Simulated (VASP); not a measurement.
HfN: band structure with rSCAN

Crystal: HfN.

```
CELL_PARAMETERS angstrom
0.00000 2.25600 2.25600
2.25600 0.00000 2.25600
2.25600 2.25600 0.00000
ATOMIC_POSITIONS crystal
Hf 0.00000 0.00000 0.00000
N 0.50000 0.50000 0.50000
```

- Program: VASP 6.6.1
- Task: band structure
- Functional: rSCAN
- Potentials or basis: VASP PAW PBE potentials, release 64 (Hf_pv, N)
- Cutoff: 520 eV
- k mesh: 10 × 10 × 10
- Occupations: fermi-dirac, width 0.05 eV
- Spin: no spin polarisation
- Further INCAR settings: ALGO = Normal; EDIFF = 1e-06

| Property | Result |
| --- | --- |
| Pressure | -1.0 GPa |
| Band gap along the path | none (metal or under the smearing width) |

Levels at the corners of the path, in eV from the Fermi level:
```tsv
point	band 5	band 6	band 7	band 8	band 9	band 10	band 11
Γ	-3.45	-3.45	-3.45	-0.37	-0.37	-0.37	2.00
X	-5.96	-4.15	-4.15	-3.95	4.15	5.58	5.60
X	-5.96	-4.15	-4.15	-3.95	4.15	5.58	5.61
W	-6.65	-5.96	-5.96	1.12	1.12	5.60	5.65
W	-6.65	-5.96	-5.96	1.12	1.12	5.60	5.65
K	-6.81	-6.05	-5.44	-0.93	3.97	4.52	6.16
K	-6.81	-6.05	-5.44	-0.93	3.97	4.52	6.16
Γ	-3.45	-3.45	-3.45	-0.37	-0.37	-0.37	2.00
Γ	-3.45	-3.45	-3.45	-0.37	-0.37	-0.37	2.00
L	-9.39	-6.68	-6.68	3.37	3.78	3.78	4.56
L	-9.39	-6.68	-6.68	3.37	3.78	3.78	4.56
U	-6.81	-6.05	-5.44	-0.93	3.97	4.52	6.16
U	-6.81	-6.05	-5.44	-0.93	3.97	4.52	6.17
W	-6.65	-5.96	-5.96	1.12	1.12	5.60	5.65
W	-6.65	-5.96	-5.96	1.12	1.12	5.60	5.65
L	-9.39	-6.68	-6.68	3.37	3.78	3.78	4.56
L	-9.39	-6.68	-6.68	3.37	3.78	3.78	4.56
K	-6.81	-6.05	-5.44	-0.93	3.97	4.52	6.16
U	-6.81	-6.05	-5.44	-0.93	3.97	4.52	6.16
X	-5.96	-4.15	-4.15	-3.95	4.15	5.58	5.62
```

Run time: 37 s on 1 thread of Intel(R) Xeon(R) 6975P-C (Granite Rapids), with other jobs on the host, peak memory 0.15 GiB.

Caveat: the PAW data sets were made with another functional, which shifts forces and pressure a little; spin-orbit coupling is left out, which moves the levels of the heavy elements.
